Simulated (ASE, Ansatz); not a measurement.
## AlH18C6N2Cl3 (Pnma) (120 atoms): a reference run and its variants

The cell holds 120 atoms: 4 Al, 72 H, 24 C, 8 N and 12 Cl. Cell: a = 9.645 Å, b = 9.994 Å, c = 12.918 Å, α = 90.0°, β = 90.0°, γ = 90.0°. It derives from AlH18C6N2Cl3 (Pnma), repeated 1×1×1. AlH18C6N2Cl3, space group Pnma, structure from the Crystallography Open Database, 1 x 1 x 1 conventional cells; every coordinate displaced by a Gaussian of 0.02 Å; bonds to H set to neutron lengths (C-H 1.089, N-H 1.015, O-H 0.983, B-H 1.19 Å) where the listed ones are shorter.

Geometry: as built.

Reference run: Kohn-Sham DFT, PBE+D4, PAW (set soft_2), plane waves (Ansatz 0.2.0), cutoff 750 eV, Γ point, fermi-dirac smearing of 0.025 eV.

- r.m.s. force component: 0.7557 eV/Å
- gap (highest filled to lowest empty level): 5.99 eV
- SCF cycles: 9
- time: 15 s on 4 threads of Arm Neoverse V2, shared host

**Question.** The same geometry is run again with each of these changes. How far do the results move, and how long does each run take?
- support functions medium
- support functions low
- support functions high
- support functions medium, radius 3.32 Å
- support functions medium, radius 3.59 Å
- support functions medium, radius 3.83 Å
- support functions medium, radius 4.11 Å
- support functions medium, radius 4.62 Å
- support functions medium, radius 5.13 Å

Each row is set against the run with plane waves at 750 eV (Kohn-Sham DFT, PBE+D4, PAW (set soft_2), plane waves; r.m.s. force component 0.756 eV/Å). Energies are set beside the reference only for runs with its functional, potentials and electron count. Times are for 4 threads of Arm Neoverse V2, shared host.

| run | Δ force, r.m.s. (meV/Å) | share of r.m.s. force (%) | Δ energy (meV/atom) | Δ gap (eV) | cycles | time | host memory (GiB) |
| --- | --- | --- | --- | --- | --- | --- | --- |
| reference | - | - | - | - | 9 | 15 s | 2.7 |
| support functions medium | 0.733 | 0.0971 | -0.279 | 0 | 11 | 48 s | 2.4 |
| support functions low | 0.733 | 0.0971 | -0.279 | 0 | 11 | 47 s | 2.4 |
| support functions high | 0.342 | 0.0453 | -0.304 | 0 | 15 | 2.7 min | 5.0 |
| support functions medium, radius 3.32 Å | 0.905 | 0.120 | -0.279 | 0 | 11 | 45 s | 2.3 |
| support functions medium, radius 3.59 Å | 0.497 | 0.0657 | -0.279 | -1.0e-4 | 13 | 60 s | 2.6 |
| support functions medium, radius 3.83 Å | 0.44 | 0.0582 | -0.279 | -1.0e-4 | 13 | 71 s | 3.0 |
| support functions medium, radius 4.11 Å | 0.47 | 0.0622 | -0.279 | -1.0e-4 | 12 | 82 s | 3.3 |
| support functions medium, radius 4.62 Å | 0.456 | 0.0604 | -0.279 | -2.0e-4 | 12 | 2 min | 4.2 |
| support functions medium, radius 5.13 Å | 0.413 | 0.0547 | -0.279 | 0 | 14 | 3.6 min | 5.3 |

Among numerical settings the force difference runs from 0.34 meV/Å (support functions high) to 0.91 meV/Å (support functions medium, radius 3.32 Å). At 120 atoms the fastest of the runs at a preset level, support functions low, takes 3.2 times the time of plane waves, in 11 SCF cycles against 9. Differences between support functions and plane waves include what basis error the plane-wave run still has. As the radius goes from 3.32 to 5.13 Å, the force difference goes from 0.91 to 0.41 meV/Å (not steadily; the least is 0.41 at 5.13 Å), and the time from 45 s to 3.6 min. 

[Hosts, paths, dates, database ids (printed as entryN), source tags and the programs' standing remarks are cut or masked in the printed files.]
